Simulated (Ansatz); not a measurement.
CdS, 2 atoms in the cell. The structure is cubic, space group Fm-3m (No. 225). The conventional cell has a = 5.112 Å, b = 5.112 Å, c = 5.112 Å, α = 90.00°, β = 90.00°, γ = 90.00°. Around Cd (site symmetry m-3m) lie 6 S at 2.56 Å. Around S (site symmetry m-3m) lie 6 Cd at 2.56 Å. Measurements of this composition are mostly on another form, of space group No. 186. The cell isn't the ideal one: volume scaled by 0.8.

* Program: Ansatz 0.2.0
* Task: elastic constants
* Functional: revPBE
* Potentials or basis: Ansatz PAW
* Cutoff: 420 eV
* Density cutoff: 1680 eV
* k mesh: 7 × 7 × 7
* Occupations: fermi-dirac, width 0.05 eV
* Spin: no spin polarisation
* Driver: chain
* Atoms under strain: relaxed

Potentials or basis: Ansatz PAW.

Launch:

```sh
$ python run.py
```

Hardware: 2 threads of Arm Neoverse V2, with other jobs on the host.

Task: Estimate the wall time of this run.

Result: It took 4.2 s on 2 threads of Arm Neoverse V2, with other jobs on the host, peak memory 0.45 GiB. Counts: scf iterations 34, plane waves 645, k points 20, bands 17, engine runs 1.
